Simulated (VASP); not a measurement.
# TiO2 (I4_1/amd) in VASP: further runs

One crystal, TiO2, is run at these levels: LDA, PBE+D3(BJ); tasks: relaxation of cell and atoms.

All numbers are computed with VASP 6.6.1; they aren't measurements. Logs are shortened: lines on timing, memory, paths and dates and some standing lists are left out, and cuts for length are marked.

### Step 1. The structure

Symmetry: I4_1/amd, No. 141, tetragonal system. Conventional cell: a = 3.784 Å, b = 3.784 Å, c = 9.515 Å, α = 90.00°, β = 90.00°, γ = 90.00°. Around Ti (site symmetry -4m2) lie 6 O at 1.93 to 1.98 Å. O (site symmetry 2mm) is surrounded by 3 Ti at 1.93 to 1.98 Å.

### Step 2. Relaxation of cell and atoms, LDA

Input file INCAR:

```
SYSTEM = TiO2
PREC     = Accurate       ! precision mode
ENCUT    = 600            ! plane-wave cutoff, eV
EDIFF    = 1E-6           ! SCF threshold, eV
ISMEAR   = 0              ! smearing method
SIGMA    = 0.03           ! smearing width, eV
LREAL    = .FALSE.        ! projectors in reciprocal space
LASPH    = .TRUE.         ! aspherical terms in the spheres
NELM     = 80             ! most SCF steps
ALGO     = Normal         ! electronic algorithm
ISIF     = 3              ! what is computed and relaxed
LWAVE    = .FALSE.        ! write WAVECAR
LCHARG   = .FALSE.        ! write CHGCAR
IBRION   = 2              ! ionic algorithm
NSW      = 90             ! ionic steps
EDIFFG   = -0.01          ! ionic threshold
KPAR     = 2
```

Input file KPOINTS:

```
Automatic mesh
0
G
  10 10 10
  0 0 0
```

Input file POSCAR:

```
TiO2
1.0
   -1.8921000000      1.8921000000      4.7573000000
    1.8921000000     -1.8921000000      4.7573000000
    1.8921000000      1.8921000000     -4.7573000000
Ti O
2 4
Direct
    0.0000000000      0.0000000000      0.0000000000
    0.7500000000      0.2500000000      0.5000000000
    0.2081000000      0.2081000000      0.0000000000
    0.9581000000      0.4581000000      0.5000000000
    0.5419000000      0.0419000000      0.5000000000
    0.7919000000      0.7919000000      0.0000000000
```

Potentials or basis: VASP PAW LDA potentials, release 64 (Ti_sv, O).

Command:

```
> cat potpaw_LDA.64/Ti_sv/POTCAR potpaw_LDA.64/O/POTCAR > POTCAR
> mpirun -np 2 vasp_std > vasp.out
```

OUTCAR:

```text
SYSTEM = TiO2
   PREC = Accurate
   ENCUT = 600
   EDIFF = 1E-6
   ISMEAR = 0
   LREAL = .FALSE.
   LASPH = .TRUE.
   NELM = 80
   ISIF = 3
   IBRION = 2
   NSW = 90
   EDIFFG = -0.01

 ion  position               nearest neighbor table
   1  0.000  0.000  0.000-   5 1.93   4 1.93   5 1.93   4 1.93   3 1.98   6 1.98
   2  0.750  0.250  0.500-   6 1.93   3 1.93   6 1.93   3 1.93   4 1.98   5 1.98
   3  0.208  0.208  0.000-   2 1.93   2 1.93   1 1.98
   4  0.958  0.458  0.500-   1 1.93   1 1.93   2 1.98
   5  0.542  0.042  0.500-   1 1.93   1 1.93   2 1.98
   6  0.792  0.792  0.000-   2 1.93   2 1.93   1 1.98

  LATTYP: Found a body centered tetragonal cell.
 ALAT       =     3.7842000000
 C/A-ratio  =     2.5142962846

  Lattice vectors:

 A1 = (  -1.8921000000,   1.8921000000,   4.7573000000)
 A2 = (   1.8921000000,  -1.8921000000,   4.7573000000)
 A3 = (   1.8921000000,   1.8921000000,  -4.7573000000)

Analysis of symmetry for initial positions (statically):
=====================================================================
 Subroutine PRICEL returns:
 Original cell was already a primitive cell.

 Routine SETGRP: Setting up the symmetry group for a
 body centered tetragonal supercell.

 Subroutine GETGRP returns: Found 16 space group operations
 (whereof  8 operations were pure point group operations)
 out of a pool of 16 trial point group operations.

The static configuration has the point symmetry D_2d.
 The point group associated with its full space group is D_4h.

Analysis of symmetry for dynamics (positions and initial velocities):
=====================================================================
 Subroutine PRICEL returns:
 Original cell was already a primitive cell.

 Routine SETGRP: Setting up the symmetry group for a
 body centered tetragonal supercell.

 Subroutine GETGRP returns: Found 16 space group operations
 (whereof  8 operations were pure point group operations)
 out of a pool of 16 trial point group operations.

The dynamic configuration has the point symmetry D_2d.
 The point group associated with its full space group is D_4h.

 Subroutine INISYM returns: Found 16 space group operations
 (whereof  8 operations are pure point group operations),
 and found     1 'primitive' translations

[... 110 lines left out ...]
   POTIM  = 0.5000    time-step for ionic-motion
   TEBEG  =    0.0;   TEEND  =   0.0 temperature during run
   PSTRESS=    0.0 pullay stress
   NELECT =      48.0000    total number of electrons
   NUPDOWN=      -1.0000    fix difference up-down
   EMIN   =  10.00;   EMAX   =-10.00  energy-range for DOS
   EFERMI =   0.00;   METHOD = LEGACY
   ISMEAR =     0;   SIGMA  =   0.03  broadening in eV -4-tet -1-fermi 0-gaus
   EFERMI_NEDOS =   21; number of points for ismear=-14 and -15
   IALGO  =     38    algorithm
   IMIX   =      4    mixing-type and parameters
     AMIX     =   0.40;   BMIX     =  1.00
     AMIX_MAG =   1.60;   BMIX_MAG =  1.00
  volume/ion in A,a.u.               =      11.35        76.62
  Fermi-wavevector in a.u.,A,eV,Ry     =   1.456752  2.752862 28.873289  2.122127
  Thomas-Fermi vector in A             =   2.573634
   LORBIT       =      0    0 simple, 1 ext, 2 COOP (PROOUT), +10 PAW based schemes
   GGA     = CA    functional components
   LHFCALC =     F    Hartree Fock is set to
   AEXX    =    0.0000 exact exchange contribution
   IVDW    =     0    specifies the selected vdW correction
   LEPSILON=     F    determine dielectric tensor
   LRPA    =     F    only Hartree local field effects (RPA)
 conjugate gradient relaxation of ions
 non-spin polarized calculation
 Gauss-broadening in eV      SIGMA  =   0.03
  energy-cutoff  :      600.00
  volume of cell :       68.13
 maximum number of plane-waves:      2300
 NGX is ok and might be reduce to    48
   NGX = 21   NGY = 21   NGZ = 21

--------------------------------------- Ionic step        1  -------------------------------------------

 number of electron      47.9999997 magnetization

 Free energy of the ion-electron system (eV)
  ---------------------------------------------------
  ext. energy  EPLUGINS =         0.00000000
  ---------------------------------------------------
  free energy    TOTEN  =       -58.81833325 eV

  energy without entropy =      -58.81833325  energy(sigma->0) =      -58.81833325

------------------------ aborting loop because EDIFF is reached ----------------------------------------

  FORCE on cell =-STRESS in cart. coord.  units (eV):
  Direction    XX          YY          ZZ          XY          YZ          ZX
  --------------------------------------------------------------------------------------
  -------------------------------------------------------------------------------------
  Total       -2.5875519     -2.5875519     -2.1896430      0.0000000      0.0000000      0.0000000
  in kB      -60.8542549    -60.8542549    -51.4962016      0.0000000      0.0000000      0.0000000
  external PRESSURE =     -57.7349038 kB  Pullay stress =       0.0000000 kB
[... 187 lines left out ...]
--------------------------------------- Ionic step        6  -------------------------------------------

 number of electron      47.9999996 magnetization

 Free energy of the ion-electron system (eV)
  ---------------------------------------------------
  ext. energy  EPLUGINS =         0.00000000
  ---------------------------------------------------
  free energy    TOTEN  =       -58.85169576 eV

  energy without entropy =      -58.85169576  energy(sigma->0) =      -58.85169576

 E-fermi :   3.6379     XC(G=0): -11.4797

 val. band max:        3.3361032640   @ k =  -0.4000   0.4000   0.0000
 cond. band min:       5.3990938907   @ k =   0.0000   0.0000   0.0000
 fundamental gap:      2.0629906267
 Fermi energy:         3.6379386181

 k-point     1 :       0.0000    0.0000    0.0000
  band No.  band energies     occupation
      1     -52.2175      2.00000
      2     -52.1446      2.00000
      3     -29.1392      2.00000
      4     -28.8646      2.00000
      5     -28.8646      2.00000
      6     -28.7824      2.00000
[... 733 lines left out ...]
     27       6.9670      0.00000
     28       7.1143      0.00000

 [... further k-points ...]

------------------------ aborting loop because EDIFF is reached ----------------------------------------

  FORCE on cell =-STRESS in cart. coord.  units (eV):
  Direction    XX          YY          ZZ          XY          YZ          ZX
  --------------------------------------------------------------------------------------
  -------------------------------------------------------------------------------------
  Total        0.0313453      0.0313453      0.0302164      0.0000000      0.0000000      0.0000000
  in kB        0.7571299      0.7571299      0.7298614      0.0000000      0.0000000      0.0000000
  external PRESSURE =       0.7480404 kB  Pullay stress =       0.0000000 kB
[... 21 lines left out ...]
  FREE ENERGIE OF THE ION-ELECTRON SYSTEM (eV)
  ---------------------------------------------------
  free  energy   TOTEN  =       -58.8516957649 eV

  energy  without entropy=      -58.8516957649  energy(sigma->0) =      -58.85169576

 reached required accuracy - stopping structural energy minimisation
```

CONTCAR:

```text
TiO2
   1.00000000000000
    -1.8726581781375615    1.8726581781375615    4.7286320851339090
     1.8726581781375615   -1.8726581781375615    4.7286320851339090
     1.8726581781375615    1.8726581781375615   -4.7286320851339090
  Ti              O
     2     4
Direct
     0.0000000000000000    0.0000000000000000    0.0000000000000000
     0.7500000000000000    0.2500000000000000    0.5000000000000000
     0.2081656994928678    0.2081656994928678    1.0000000000000000
     0.9581656994928677    0.4581656994928678    0.5000000000000000
     0.5418343005071323    0.0418343005071322    0.5000000000000000
     0.7918343005071323    0.7918343005071323    0.0000000000000000

  0.00000000E+00  0.00000000E+00  0.00000000E+00
  0.00000000E+00  0.00000000E+00  0.00000000E+00
  0.00000000E+00  0.00000000E+00  0.00000000E+00
  0.00000000E+00  0.00000000E+00  0.00000000E+00
  0.00000000E+00  0.00000000E+00  0.00000000E+00
  0.00000000E+00  0.00000000E+00  0.00000000E+00
```

Run time: 14 min. Hardware: 2 MPI ranks of Intel Xeon Platinum 8259CL at 2.50GHz (Skylake/Cascade Lake), shared host; peak memory 0.39 GiB.

What came out:

| Quantity | Value |
| --- | --- |
| Free energy | -58.8517 eV |
| Relaxed volume | 11.06 Å³/atom |
| Relaxed cell | a = 5.420 Å, b = 5.420 Å, c = 5.420 Å, α = 139.57°, β = 139.57°, γ = 58.50° |
| Space group after relaxing (to 0.05 Å) | I4_1/amd (No. 141) |
| Energy gained by relaxing | 5.6 meV/atom |
| Ionic steps | 6 |
| Pressure after relaxing | 0.1 GPa |
| Largest force after relaxing | 0.003 eV/Å |
| Band gap on the k mesh | 2.06 eV, indirect (least direct gap 2.41 eV) |

Forces on the atoms (eV/Å):
```
Ti   0.000  0.000  0.000
Ti   0.000  0.000  0.000
O    0.000  0.000  0.003
O    0.000  0.000  0.003
O    0.000  0.000 -0.003
O    0.000  0.000 -0.003
```

Step by step:
```
step  energy change (eV)  largest force (eV/Å)  pressure (GPa)  volume (Å³)
   1              0.0000                0.0899           -5.77        68.13
   2              0.0280                0.3180            8.76        64.17
   3             -0.0325                0.0757           -0.06        66.42
   4             -0.0325                0.0794            0.01        66.38
   5             -0.0333                0.0232            0.06        66.31
   6             -0.0334                0.0030            0.07        66.33
```

Final structure:
```xyz
6
Lattice="-1.8727 1.8727 4.7286 1.8727 -1.8727 4.7286 1.8727 1.8727 -4.7286" Properties=species:S:1:pos:R:3 pbc="T T T"
Ti    0.0000    0.0000    0.0000
Ti    0.0000    1.8727    2.3643
O     1.8727    1.8727   -2.7600
O     0.0000    1.8727    4.3330
O     0.0000    1.8727    0.3956
O     0.0000    0.0000    7.4886
```

### Step 3. Relaxation of cell and atoms, LDA

This run uses another cell than the first one, of 11.06 Å³/atom, 0.974 times its volume.

INCAR: that of step 2 with these lines changed.

```diff
@@ -3,3 +3,3 @@
 ENCUT    = 600            ! plane-wave cutoff, eV
-EDIFF    = 1E-6           ! SCF threshold, eV
+EDIFF    = 1E-7           ! SCF threshold, eV
 ISMEAR   = 0              ! smearing method
@@ -15,3 +15,3 @@
 NSW      = 90             ! ionic steps
-EDIFFG   = -0.01          ! ionic threshold
+EDIFFG   = -0.005         ! ionic threshold
 KPAR     = 2
```

KPOINTS is that of step 2.

Input file POSCAR:

```
TiO2                                    
1.0
   -1.8726581781      1.8726581781      4.7286320851
    1.8726581781     -1.8726581781      4.7286320851
    1.8726581781      1.8726581781     -4.7286320851
  Ti              O             
     2     4
Direct
     0.0000000000000000    0.0000000000000000    0.0000000000000000
     0.7500000000000000    0.2500000000000000    0.5000000000000000
     0.2081656994928678    0.2081656994928678    1.0000000000000000
     0.9581656994928677    0.4581656994928678    0.5000000000000000
     0.5418343005071323    0.0418343005071322    0.5000000000000000
     0.7918343005071323    0.7918343005071323    0.0000000000000000
```

Potentials or basis: VASP PAW LDA potentials, release 64 (Ti_sv, O).

Command:

```
> cat potpaw_LDA.64/Ti_sv/POTCAR potpaw_LDA.64/O/POTCAR > POTCAR
> mpirun -np 2 vasp_std > vasp.out
```

It took 8.6 min on 2 MPI ranks of Intel Xeon Platinum 8259CL at 2.50GHz (Skylake/Cascade Lake), shared host; peak memory 0.39 GiB.

Results (log left out):

- Free energy: -58.8466 eV
- Relaxed volume: 11.06 Å³/atom
- Relaxed cell: a = 5.421 Å, b = 5.421 Å, c = 5.421 Å, α = 139.57°, β = 139.57°, γ = 58.50°
- Space group after relaxing (to 0.05 Å): I4_1/amd (No. 141)
- Energy gained by relaxing: 0.0 meV/atom
- Ionic steps: 3
- Pressure after relaxing: 0.0 GPa
- Band gap on the k mesh: 2.06 eV, indirect (least direct gap 2.41 eV)

Final structure:
```
CELL_PARAMETERS angstrom
-1.87295 1.87295 4.72936
1.87295 -1.87295 4.72936
1.87295 1.87295 -4.72936
ATOMIC_POSITIONS crystal
Ti 0.00000 0.00000 0.00000
Ti 0.75000 0.25000 0.50000
O 0.20817 0.20817 0.00000
O 0.95817 0.45817 0.50000
O 0.54183 0.04183 0.50000
O 0.79183 0.79183 0.00000
```

Levels at points of the mesh, in eV from the valence-band top:
```
           k point  band 20  band 21  band 22  band 23  band 24  band 25  band 26  band 27  band 28
(0.00, 0.00, 0.00)    -0.78    -0.76    -0.76    -0.50    -0.50     2.06     2.86     4.07     4.07
(0.50, 0.00, 0.00)    -2.08    -2.03    -1.02    -0.82    -0.65     3.27     3.61     3.63     3.74
(0.50, 0.50, 0.00)    -2.74    -2.17    -2.17    -0.03    -0.03     3.39     3.39     3.91     3.91
(0.50, 0.50, 0.50)    -1.39    -1.28    -1.28    -0.11    -0.11     2.45     2.45     3.84     3.84
```

A k mesh can miss the band edges.

### Step 4. Relaxation of cell and atoms, PBE+D3(BJ)

Input file INCAR:

```
SYSTEM = TiO2
PREC = Accurate ; ENCUT = 600
EDIFF = 1E-6 ; ISMEAR = 0
SIGMA = 0.03 ; LREAL = .False.
LASPH = .True. ; NELM = 80
ALGO = Normal ; ISIF = 3
LWAVE = .False. ; LCHARG = .False.
GGA = PE ; IVDW = 12
IBRION = 2 ; NSW = 90
EDIFFG = -0.01 ; KPAR = 2
```

Input file KPOINTS:

```
Automatic mesh
0
Gamma
  10 10 10
  0 0 0
```

Input file POSCAR:

```
TiO2
1.0
   -1.8921000000      1.8921000000      4.7573000000
    1.8921000000     -1.8921000000      4.7573000000
    1.8921000000      1.8921000000     -4.7573000000
Ti O
2 4
Direct
    0.0000000000      0.0000000000      0.0000000000
    0.7500000000      0.2500000000      0.5000000000
    0.2081000000      0.2081000000      0.0000000000
    0.9581000000      0.4581000000      0.5000000000
    0.5419000000      0.0419000000      0.5000000000
    0.7919000000      0.7919000000      0.0000000000
```

Potentials or basis: VASP PAW PBE potentials, release 64 (Ti_sv, O).

Command:

```
> cat potpaw_PBE.64/Ti_sv/POTCAR potpaw_PBE.64/O/POTCAR > POTCAR
> mpirun -np 2 vasp_std > vasp.out
```

OUTCAR:

```text
SYSTEM = TiO2
   PREC = Accurate
   ENCUT = 600
   EDIFF = 1E-6
   ISMEAR = 0
   LREAL = .False.
   LASPH = .True.
   NELM = 80
   ISIF = 3
   GGA = PE
   IVDW = 12
   IBRION = 2
   NSW = 90
   EDIFFG = -0.01
 IVDW          = 12

 ion  position               nearest neighbor table
   1  0.000  0.000  0.000-   5 1.93   4 1.93   5 1.93   4 1.93   3 1.98   6 1.98
   2  0.750  0.250  0.500-   6 1.93   3 1.93   6 1.93   3 1.93   4 1.98   5 1.98
   3  0.208  0.208  0.000-   2 1.93   2 1.93   1 1.98
   4  0.958  0.458  0.500-   1 1.93   1 1.93   2 1.98
   5  0.542  0.042  0.500-   1 1.93   1 1.93   2 1.98
   6  0.792  0.792  0.000-   2 1.93   2 1.93   1 1.98

  LATTYP: Found a body centered tetragonal cell.
 ALAT       =     3.7842000000
 C/A-ratio  =     2.5142962846

  Lattice vectors:

 A1 = (  -1.8921000000,   1.8921000000,   4.7573000000)
 A2 = (   1.8921000000,  -1.8921000000,   4.7573000000)
 A3 = (   1.8921000000,   1.8921000000,  -4.7573000000)

Analysis of symmetry for initial positions (statically):
[... 191 lines left out ...]

 E8    (eV) :    -0.5387
[... 123 lines left out ...]
--------------------------------------- Ionic step        4  -------------------------------------------

 number of electron      47.9999998 magnetization

 Free energy of the ion-electron system (eV)
  ---------------------------------------------------
  ext. energy  EPLUGINS =         0.00000000
  ---------------------------------------------------
  free energy    TOTEN  =       -53.85359060 eV

  energy without entropy =      -53.85359060  energy(sigma->0) =      -53.85359060

 E-fermi :   3.4504     XC(G=0): -10.6918

 val. band max:        3.3215171007   @ k =  -0.4000   0.4000   0.0000
 cond. band min:       5.4063032950   @ k =   0.0000   0.0000   0.0000
 fundamental gap:      2.0847861942
 Fermi energy:         3.4504302989

 k-point     1 :       0.0000    0.0000    0.0000
  band No.  band energies     occupation
      1     -53.1148      2.00000
      2     -53.0575      2.00000
      3     -29.5646      2.00000
      4     -29.3351      2.00000
      5     -29.3351      2.00000
      6     -29.2668      2.00000
[... 733 lines left out ...]
     27       6.8268      0.00000
     28       6.9577      0.00000

 [... further k-points ...]

------------------------ aborting loop because EDIFF is reached ----------------------------------------

 Edisp (eV)   -1.34232

 E8    (eV) :    -0.5333
[... 29 lines left out ...]
  FREE ENERGIE OF THE ION-ELECTRON SYSTEM (eV)
  ---------------------------------------------------
  free  energy   TOTEN  =       -55.1959071714 eV

  energy  without entropy=      -55.1959071714  energy(sigma->0) =      -55.19590717

 reached required accuracy - stopping structural energy minimisation
```

CONTCAR:

```text
TiO2
   1.00000000000000
    -1.8959008093106708    1.8959008093106708    4.7817617519255444
     1.8959008093106708   -1.8959008093106708    4.7817617519255444
     1.8959008093106708    1.8959008093106708   -4.7817617519255444
  Ti              O
     2     4
Direct
     0.0000000000000000    0.0000000000000000    0.0000000000000000
     0.7500000000000000    0.2500000000000000    0.5000000000000000
     0.2084094268743947    0.2084094268743947    0.0000000000000000
     0.9584094268743947    0.4584094268743947    0.5000000000000000
     0.5415905731256053    0.0415905731256053    0.5000000000000000
     0.7915905731256053    0.7915905731256053    1.0000000000000000

  0.00000000E+00  0.00000000E+00  0.00000000E+00
  0.00000000E+00  0.00000000E+00  0.00000000E+00
  0.00000000E+00  0.00000000E+00  0.00000000E+00
  0.00000000E+00  0.00000000E+00  0.00000000E+00
  0.00000000E+00  0.00000000E+00  0.00000000E+00
  0.00000000E+00  0.00000000E+00  0.00000000E+00
```

Run time: 7.7 min. Hardware: 2 MPI ranks of AMD EPYC 9R45 (Zen 5), shared host; peak memory 0.45 GiB.

What came out:

```
Free energy                            : -55.1959 eV
Relaxed volume                         : 11.46 Å³/atom
Relaxed cell                           : a = 5.482 Å, b = 5.482 Å, c = 5.482 Å, α = 139.53°, β = 139.53°, γ = 58.56°
Space group after relaxing (to 0.05 Å) : I4_1/amd (No. 141)
Energy gained by relaxing              : 0.9 meV/atom
Ionic steps                            : 4
Pressure after relaxing                : 0.0 GPa
Largest force after relaxing           : 0.008 eV/Å
Band gap on the k mesh                 : 2.08 eV, indirect (least direct gap 2.43 eV)
Dispersion energy per atom             : -0.224 eV
```

Forces in eV/Å, atoms in the order of the input:
```
Ti   0.000  0.000  0.000
Ti   0.000  0.000  0.000
O    0.000  0.000 -0.008
O    0.000  0.000 -0.008
O    0.000  0.000  0.008
O    0.000  0.000  0.008
```

The path:
| step | energy change (eV) | largest force (eV/Å) | pressure (GPa) | volume (Å³) |
| --- | --- | --- | --- | --- |
| 1 | 0.0000 | 0.1297 | 2.23 | 68.13 |
| 2 | 0.0045 | 0.1499 | -2.96 | 69.69 |
| 3 | -0.0055 | 0.0055 | -0.06 | 68.78 |
| 4 | -0.0056 | 0.0083 | 0.00 | 68.75 |

Final structure:
```
Ti O
1.0
    -1.89590    1.89590    4.78176
     1.89590   -1.89590    4.78176
     1.89590    1.89590   -4.78176
Ti O
2 4
Direct
  0.00000 0.00000 0.00000
  0.75000 0.25000 0.50000
  0.20841 0.20841 0.00000
  0.95841 0.45841 0.50000
  0.54159 0.04159 0.50000
  0.79159 0.79159 0.00000
```

Levels at points of the mesh, in eV from the valence-band top:
```
           k point  band 20  band 21  band 22  band 23  band 24  band 25  band 26  band 27  band 28
(0.00, 0.00, 0.00)    -0.78    -0.78    -0.78    -0.46    -0.46     2.08     2.80     3.92     3.92
(0.50, 0.00, 0.00)    -1.94    -1.94    -0.94    -0.87    -0.64     3.19     3.50     3.50     3.60
(0.50, 0.50, 0.00)    -2.64    -2.06    -2.06    -0.03    -0.03     3.29     3.29     3.76     3.76
(0.50, 0.50, 0.50)    -1.35    -1.27    -1.27    -0.13    -0.13     2.43     2.43     3.71     3.71
```
